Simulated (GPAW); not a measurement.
## Co: changing the Hubbard U on Co d

```yaml
crystal:
  lattice:
    - [2.47200, 0.00000, 0.00000]
    - [-1.23600, 2.14081, 0.00000]
    - [0.00000, 0.00000, 4.02114]
  atoms:
    - { symbol: Co, position: [0.66667, 0.33333, 0.75000] }
    - { symbol: Co, position: [0.33333, 0.66667, 0.25000] }
```

Kept alike: task band structure; functional PBEsol; k mesh 10 × 10 × 6; occupations fermi-dirac, width 0.05 eV; collinear spin, ferromagnetic start. Program: GPAW, PAW data sets generated for this functional, cutoff 600 eV. The mesh is that of the run's cell of 2 atoms. No spin-orbit coupling.

| Hubbard U on Co d, U (eV) | pressure (GPa) | largest site moment (μB) |
| --- | --- | --- |
| 0 | -4.54 | 1.70 |
| 1 | -3.62 | 1.79 |
| 2 | -2.22 | 1.88 |
| 3 | -0.49 | 1.96 |
| 4 | 10.11 | 2.13 |
| 6 | 8.95 | 2.28 |
| 8 | 25.15 | 2.35 |

Pressure is positive in compression; the values hold the error of the finite cutoff, so their zero can differ a little from the energy's minimum. For a metal such a mesh leaves the last digits unconverged. The pressure doesn't move evenly along the series, which may be noise of the runs. How U acts hangs on the program's projectors. The runs hold the magnetic state that their start led to, which needn't be the lowest. Site moments count inside each atom's sphere or projector.

Q: What does the Hubbard U on Co d change here?

A: The pressure runs from -4.54 (0) to 25.15 GPa (8). The largest site moment rises from 1.70 to 2.35 μB between 0 and 8 eV. U favours whole occupations of the shell, which as a rule raises the local moment.
